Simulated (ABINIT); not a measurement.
# Au (Fm-3m) in ABINIT: settings compared, part 3 of 4

ABINIT 10.8.3 (patched build).

## 4. Optical spectrum, PBEsol

Input file run.abi:

```
ndtset 3

pp_dirpath "./"
pseudos "Au.upf"

acell 3*1.0 Angstrom
rprim
     0.0000000000     2.0350000000     2.0350000000
     2.0350000000     0.0000000000     2.0350000000
     2.0350000000     2.0350000000     0.0000000000
ntypat 1
znucl 79
natom 1
typat 1
xred
            0.0            0.0            0.0

ecut 870.764360 eV

ngkpt 12 12 12
nshiftk 4
shiftk
     0.5000000000     0.5000000000     0.5000000000
     0.5000000000     0.0000000000     0.0000000000
     0.0000000000     0.5000000000     0.0000000000
     0.0000000000     0.0000000000     0.5000000000
istwfk *1

ixc -116133

occopt 4
tsmear 0.1 eV

nstep 80

iomode 3
prteig 0
prtebands 0

nband1 14
tolvrs1 1.0e-12
prtden1 1
prtwf1 0
kptopt1 1

iscf2 -3
getden2 1
nband2 20
nbdbuf2 4
tolwfr2 1.0e-12
nstep2 120
prtden2 0
kptopt2 1

optdriver3 8
wfk_task3 "wfk_optics_fullbz"
getwfk3 2
nband3 16
kptopt3 1
prtevk3 1
inclvkb3 2
```

Input file optic.abi:

```
&FILES
 ddkfile_1 = 'runo_DS3_1_EVK.nc',
 ddkfile_2 = 'runo_DS3_2_EVK.nc',
 ddkfile_3 = 'runo_DS3_3_EVK.nc',
 wfkfile = 'runo_DS3_WFK.nc'
/
&PARAMETERS
 broadening = 0.003675,
 domega = 0.002,
 maxomega = 0.8,
 scissor = 0.000000,
 tolerance = 0.002
/
&COMPUTATIONS
 num_lin_comp = 1,
 lin_comp = 11,
 num_nonlin_comp = 0
/
```

Potentials or basis: PseudoDojo NC SR PBEsol v0.4.1 standard.

Command:

```bash
abinit run.abi > log 2>&1
optic optic.abi > optic.log 2>&1
```

run.abo:

```text
.Version 10.8.3 of ABINIT
 DATASET    1 : space group Fm -3 m (#225); Bravais cF (face-center cubic)
================================================================================
 Values of the parameters that define the memory need for DATASET  1.
     intxc =       0    ionmov =       0      iscf =       7    lmnmax =       7
     lnmax =       7     mgfft =      30  mpssoang =       4    mqgrid =    3001
     natom =       1  nloc_mem =       1    nspden =       1   nspinor =       1
    nsppol =       1      nsym =      48    n1xccc =    2501    ntypat =       1
    occopt =       4   xclevel =       2
       mpw =         996          nfft =       27000          nkpt =         182
================================================================================
================================================================================
[... 13 lines left out ...]
 DATASET    3 : space group Fm -3 m (#225); Bravais cF (face-center cubic)
================================================================================
 Values of the parameters that define the memory need for DATASET  3.
     intxc =       0    ionmov =       0      iscf =       7    lmnmax =       7
     lnmax =       7     mgfft =      30  mpssoang =       4    mqgrid =    3001
     natom =       1  nloc_mem =       1    nspden =       1   nspinor =       1
    nsppol =       1      nsym =      48    n1xccc =    2501    ntypat =       1
    occopt =       4   xclevel =       2
       mpw =         996          nfft =       27000          nkpt =         182
================================================================================
================================================================================

--------------------------------------------------------------------------------
------------- Echo of variables that govern the present computation ------------
--------------------------------------------------------------------------------
 -outvars: echo values of preprocessed input variables --------
            acell      1.8897261259E+00  1.8897261259E+00  1.8897261259E+00 Bohr
              amu      1.96966540E+02
             ecut      3.20000000E+01 Hartree
           getden1          0
           getden2          1
           getden3          0
           getwfk1          0
           getwfk2          0
           getwfk3          2
             iscf1          7
             iscf2         -3
             iscf3          7
              ixc     -116133
           jdtset        1    2    3
                       outvar_i_n : Printing only first  50 k-points.
         kptrlatt       12  -12   12    -12   12   12    -12  -12   12
          kptrlen      9.22942240E+01
            natom           1
            nband1         14
            nband2         20
            nband3         16
           nbdbuf1          0
           nbdbuf2          4
           nbdbuf3          0
           ndtset           3
            ngfft          30      30      30
             nkpt         182
            nstep1         80
            nstep2        120
            nstep3         80
             nsym          48
           ntypat           1
                       prtocc : prtvol=0, do not print more k-points.
                       prtocc : prtvol=0, do not print more k-points.
                       prtocc : prtvol=0, do not print more k-points.
           occopt           4
        optdriver1          0
        optdriver2          0
        optdriver3          8
           prtden1          1
           prtden2          0
           prtden3          1
        prtebands           0
           prteig           0
           prtevk1          0
           prtevk2          0
           prtevk3          1
            prtwf1          0
[... 209 lines left out ...]
  5.84E-13  2.09E-10  1.39E-09  1.84E-04
 -3.4024E+00 -1.6096E+00 -1.6093E+00 -1.6093E+00  1.2026E-01  3.0368E-01
  3.1060E-01  3.1077E-01  3.6112E-01  3.6589E-01  1.0209E+00  1.1214E+00
  1.1594E+00  1.1674E+00  1.3829E+00  1.4441E+00  1.4491E+00  1.4992E+00
  1.5313E+00  1.6367E+00
 prteigrs : prtvol=0 or 1, do not print more k-points.

--- !ResultsGS
iteration_state: {dtset: 2, }
comment   : Summary of ground state results
lattice_vectors:
- [  0.0000000,   3.8455927,   3.8455927, ]
- [  3.8455927,   0.0000000,   3.8455927, ]
- [  3.8455927,   3.8455927,   0.0000000, ]
lattice_lengths: [   5.43849,    5.43849,    5.43849, ]
lattice_angles: [ 60.000,  60.000,  60.000, ] # degrees, (23, 13, 12)
lattice_volume:   1.1374173E+02
convergence: {deltae:  0.000E+00, res2:  0.000E+00, residm:  9.999E-13, diffor:  0.000E+00, }
etotal    :  -1.47421767E+02
entropy   :   0.00000000E+00
fermie    :   4.81400162E-01
cartesian_stress_tensor: null
pressure_GPa: null
xred      :
- [  0.0000E+00,   0.0000E+00,   0.0000E+00, Au]
cartesian_forces: null
force_length_stats: {min: null, max: null, mean: null, }
...

 Integrated electronic density in atomic spheres:
 ------------------------------------------------
 Atom  Sphere_radius  Integrated_density
    1        2.00000         15.56636062
================================================================================

 ----iterations are completed or convergence reached----

 Mean square residual over all n,k,spin=   38.470E-14; max=  99.987E-14
 reduced coordinates (array xred) for    1 atoms
       0.000000000000      0.000000000000      0.000000000000

 cartesian coordinates (angstrom) at end:
    1      0.00000000000000     0.00000000000000     0.00000000000000
 length scales=  1.889726125908  1.889726125908  1.889726125908 bohr
              =  1.000000000000  1.000000000000  1.000000000000 angstroms
 Eigenvalues (hartree) for nkpt= 182  k points:
 kpt#   1, nband= 20, wtk=  0.00347, kpt= -0.0417 -0.0833  0.0000 (reduced coord)
  -3.40243   -1.60961   -1.60929   -1.60925    0.12026    0.30368    0.31060    0.31077
   0.36112    0.36589    1.02092    1.12135    1.15942    1.16744    1.38295    1.44409
   1.44915    1.49918    1.53126    1.63666
      occupation numbers for kpt#   1
   2.00000    2.00000    2.00000    2.00000    2.00000    2.00000    2.00000    2.00000
   2.00000    2.00000    0.00000    0.00000    0.00000    0.00000    0.00000    0.00000
   0.00000    0.00000    0.00000    0.00000
 prteigrs : prtvol=0 or 1, do not print more k-points.

--- !EnergyTerms
iteration_state     : {dtset: 2, }
comment             : Components of total free energy in Hartree
kinetic             :  4.25267040551837E+01
hartree             :  2.57895114272079E+01
xc                  : -2.51359140944961E+01
Ewald energy        : -1.07599488064150E+02
psp_core            :  5.38207432144416E+00
local_psp           : -9.07816445969219E+01
non_local_psp       :  2.39699425431158E+00
internal            : -1.47421762697420E+02
'-kT*entropy'       : -4.35888006363377E-06
total_energy        : -1.47421767056300E+02
...

--- !EnergyTermsDC
iteration_state     : {dtset: 2, }
comment             : '"Double-counting" decomposition of free energy'
band_energy         : -1.29190918716208E+01
Ewald energy        : -1.07599488064150E+02
psp_core            :  5.38207432144416E+00
xc_dc               : -3.22852571948778E+01
internal            : -1.47421762809204E+02
'-kT*entropy'       : -4.35888006363377E-06
total_energy_dc     : -1.47421767168084E+02
...

================================================================================
== DATASET  3 ==================================================================

--- !DatasetInfo
iteration_state: {dtset: 3, }
dimensions: {natom: 1, nkpt: 182, mband: 16, nsppol: 1, nspinor: 1, nspden: 1, mpw: 996, }
cutoff_energies: {ecut:  32.0, pawecutdg:  -1.0, }
electrons: {nelect:   1.90000000E+01, charge:   0.00000000E+00, occopt:   4.00000000E+00, tsmear:   3.67493222E-03, }
meta: {optdriver: 8, wfk_task: 7, }
...

 mkfilename : getwfk/=0, take file _WFK from output of DATASET   2.

--------------------------------------------------------------------------------

 Computation of velocity matrix elements (DDK)

 Parameters extracted from the Abinit header:
    ecut:     32.0
    nkpt:    6912
    mband:   20
    nsppol:  1
    nspinor: 1
    useylm:  0
    inclvkb: 2
    bmin: 1, bmax: 20
    Computing diagonal and off-diagonal matrix elements
    Between band index bmin: 1, bmax: 20

== END DATASET(S) ==============================================================
================================================================================

 -outvars: echo values of variables after computation  --------
            acell      1.8897261259E+00  1.8897261259E+00  1.8897261259E+00 Bohr
           etotal1    -1.4742176717E+02
           etotal2    -1.4742176717E+02
           etotal3     0.0000000000E+00
            fcart1    -0.0000000000E+00 -0.0000000000E+00 -0.0000000000E+00
            fcart3     0.0000000000E+00  0.0000000000E+00  0.0000000000E+00
            rprim      0.0000000000E+00  2.0350000000E+00  2.0350000000E+00
                       2.0350000000E+00  0.0000000000E+00  2.0350000000E+00
                       2.0350000000E+00  2.0350000000E+00  0.0000000000E+00
           strten1     9.6911603843E-06  9.6911603843E-06  9.6911603844E-06
                       0.0000000000E+00  0.0000000000E+00  0.0000000000E+00
           strten3     0.0000000000E+00  0.0000000000E+00  0.0000000000E+00
                       0.0000000000E+00  0.0000000000E+00  0.0000000000E+00
 Calculation completed.
```

Wall time 3.5 min (1 thread of Intel Xeon Platinum 8488C (Sapphire Rapids), shared host); peak memory 2.5 GiB.

What came out:

- Free energy: -4011.5506 eV
- Pressure: -0.3 GPa

Dielectric function (mean over the directions given):
```
energy (eV)  real part  imaginary part
       0.33       9.52            0.05
       0.76       9.88            0.13
       1.31      11.11            0.39
       1.74      13.78            2.93
       2.29      13.32            8.38
       2.83       6.79            7.17
       3.27       2.84           10.14
       3.81       5.87            7.83
       4.25       2.78            6.40
       4.79       3.79            4.51
       5.33       3.66            4.40
       5.77       3.69            4.54
       6.31       4.64            5.08
       6.75       3.29            4.99
       7.29       2.30            5.07
       7.84       1.57            5.54
       8.27       1.29            4.17
       8.82       0.37            4.05
       9.36       1.18            3.17
       9.80       1.16            3.16
      10.34       1.17            2.57
      10.78       1.22            2.73
      11.32       1.84            2.46
      11.86       1.23            2.84
      12.30       1.10            3.16
      12.84       1.31            3.01
      13.28       1.01            2.51
      13.82       0.86            2.59
      14.37       1.35            2.49
      14.80       0.89            2.21
      15.35       1.19            2.06
      15.89       1.47            2.03
      16.33       0.83            2.32
      16.87       1.28            2.05
      17.31       1.56            1.86
      17.85       1.64            1.91
      18.39       2.49            2.40
      18.83       2.17            3.47
      19.38       0.64            3.11
      19.92       0.20            3.28
```

Caveat: the intraband (Drude) term is left out; spectra need much finer meshes, so this one isn't converged; independent-particle spectra lack excitons. The run has no spin-orbit coupling, so splittings on Au are missing.

(Continued in part 4 of 4.)
